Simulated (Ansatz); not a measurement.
SnO at a changed volume: O-17 NMR of the central transition

Cell: an entry of the Crystallography Open Database (COD), relaxed with PBE at fixed cell and then changed (volume scaled by 1.02, ions relaxed).

Space group Cmme (No. 67); a = 5.0331, b = 5.7579, c = 5.5968 Å.

| site | Wyckoff | site symmetry | x | y | z |
| --- | --- | --- | --- | --- | --- |
| Sn | 4g | mm2 | 0.0000 | 0.7500 | 0.2120 |
| O | 4a | 222 | 0.7500 | 0.5000 | 0.0000 |

One atom of each set is listed; the run and its k-mesh use a cell of 8 atoms with edges of 3.82, 3.82, 11.19 Å.

Computed with Ansatz: DFT, PBE, plane waves and PAW, scalar-relativistic, 420 eV cutoff, Γ-centred 8×8×3 k-points, Fermi–Dirac smearing 0.02 eV.

O-17 has I = 5/2 and Q = -25.58 mb (Pyykkö 2018); at 14.1 T its Larmor frequency is ν₀ = 81.4 MHz. Only the quadrupole interaction is simulated: positions count from each site's isotropic chemical shift, and J coupling is left out, as are shift anisotropy and dipolar coupling, which fast spinning averages.

Simulated pattern of one O site (fast magic-angle spinning, Gaussian broadening 0.07 kHz):

offset (kHz), height and a bar:
```
   -1.827          0 
   -1.778          1 
   -1.730          5 #
   -1.682          8 ##
   -1.633          9 ###
   -1.585          9 ###
   -1.537          9 ###
   -1.488         10 ###
   -1.440         11 ###
   -1.392         19 ######
   -1.343         27 ########
   -1.295         30 #########
   -1.247         32 ##########
   -1.199         34 ##########
   -1.150         36 ###########
   -1.102         39 ############
   -1.054         44 #############
   -1.005         57 #################
   -0.957         93 ############################
   -0.909        100 ##############################
   -0.860         82 ########################
   -0.812         74 ######################
   -0.764         71 #####################
   -0.715         71 #####################
   -0.667         74 ######################
   -0.619         83 #########################
   -0.570         96 #############################
   -0.522         89 ###########################
   -0.474         73 ######################
   -0.426         63 ###################
   -0.377         58 #################
   -0.329         53 ################
   -0.281         50 ###############
   -0.232         47 ##############
   -0.184         44 #############
   -0.136         42 #############
   -0.087         35 ###########
   -0.039         14 ####
    0.009          1 
    0.058          0
```

**Question.** Which |C_Q| and η does the pattern imply?

**Answer.** The pattern spans 1.68 kHz before broadening and its centre of gravity is at -0.725 kHz, which fixes P_Q; the places of the horns and steps fix η. That gives P_Q = 3.14 MHz, |C_Q| = 3.00 MHz and η = 0.53. The sign of C_Q can't be read from the pattern.

Without spin–orbit coupling (the program notes it for Sn) the gradients can shift somewhat, as the gap is small. The database positions were far from equilibrium, so the relaxed structure may not be the compound's real one.
